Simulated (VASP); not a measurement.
A run of VASP 6.6.1 is set up as follows.

File POSCAR:

```
GaS                                     
1.0
    3.5882434149      0.0000000000      0.0000000000
   -1.7941217074      3.1075099523     -0.0000000000
    0.0000000000     -0.0000000000     15.4227830797
  Ga              S             
     4     4
Direct
     0.3333333332999970    0.6666666667000030    0.1706260018430349
     0.6666666667000030    0.3333333332999970    0.6706260018430349
     0.3333333332999970    0.6666666667000030    0.3293739981569652
     0.6666666667000030    0.3333333332999970    0.8293739981569651
     0.3333333332999970    0.6666666667000030    0.5999602088974968
     0.6666666667000030    0.3333333332999970    0.0999602088974968
     0.3333333332999970    0.6666666667000030    0.9000397911025032
     0.6666666667000030    0.3333333332999970    0.4000397911025033
```

The input INCAR.step1:

```
SYSTEM = GaS
PREC = Accurate
ENCUT = 500
EDIFF = 1E-8
ISMEAR = 0
SIGMA = 0.01
LREAL = .False.
LASPH = .True.
NELM = 80
ALGO = Normal
LWAVE = .True.
LCHARG = .False.
GGA = PE
KPAR = 4
```

File INCAR.step2:

```
SYSTEM = GaS
PREC = Accurate
ENCUT = 500
EDIFF = 1E-8
ISMEAR = 0
SIGMA = 0.01
LREAL = .False.
LASPH = .True.
NELM = 1
ALGO = Exact
LWAVE = .True.
LCHARG = .False.
GGA = PE
KPAR = 4
NBANDS = 685
LOPTICS = .True.
ISTART = 1
```

The input INCAR.step3:

```
SYSTEM = GaS
PREC = Accurate
ENCUT = 500
EDIFF = 1E-8
ISMEAR = 0
SIGMA = 0.01
LREAL = .False.
LASPH = .True.
ALGO = EVGW0
LWAVE = .False.
LCHARG = .False.
GGA = PE
KPAR = 4
NELMGW = 1
NBANDS = 685
ENCUTGW = 150
NOMEGA = 48
PRECFOCK = Fast
ISTART = 1
NBANDSGW = 46
```

Contents of KPOINTS:

```
regular mesh
0
Gamma
  6 6 1
  0 0 0
```

Potentials or basis: VASP PAW PBE potentials, release 64 (Ga_d_GW, S_GW).

Run with:

```bash
$ cat potpaw_PBE.64/Ga_d_GW/POTCAR potpaw_PBE.64/S_GW/POTCAR > POTCAR
$ cp INCAR.step1 INCAR
$ mpirun -np 4 vasp_std > vasp.out
$ cp INCAR.step2 INCAR
$ mpirun -np 4 vasp_std > vasp.out
$ cp INCAR.step3 INCAR
$ mpirun -np 4 vasp_std > vasp.out
```

Problem. What does it give for the quasiparticle gap?

Solution. 2.39 eV.

Problem. Predict the least direct quasiparticle gap.

Solution. 2.81 eV.

Problem. Predict the band gap on the k mesh, mean-field level.

Solution. 1.54 eV, indirect (least direct gap 1.65 eV).

Caveat: bands, screening cutoff and mesh are small and nothing is extrapolated, so the quasiparticle values aren't converged; an odd mesh through Γ misses points on the zone boundary, where band edges often lie.

**What was measured.**

“Vapor-liquid-solid growth of highly-mismatched semiconductor nanowires with high-fidelity van der Waals layer stacking”, 2022, arxiv:2211.03366 quotes, for a bulk crystal of GaS at 77 K: band gap 2.59 eV (indirect).

Measured gap of GaS: 2.59 eV (indirect; 77 K; quoted in “Vapor-liquid-solid growth of highly-mismatched semiconductor nanowires with high-fidelity van der Waals layer stacking”, 2022, arxiv:2211.03366). This calculation gives 2.39 eV (-0.20 eV). 2 values of this kind are on record (2.53 to 2.59 eV); this one was drawn at random. Spin-orbit coupling on Ga is left out. The value is that of G0W0 on PBE, without temperature or zero-point motion.
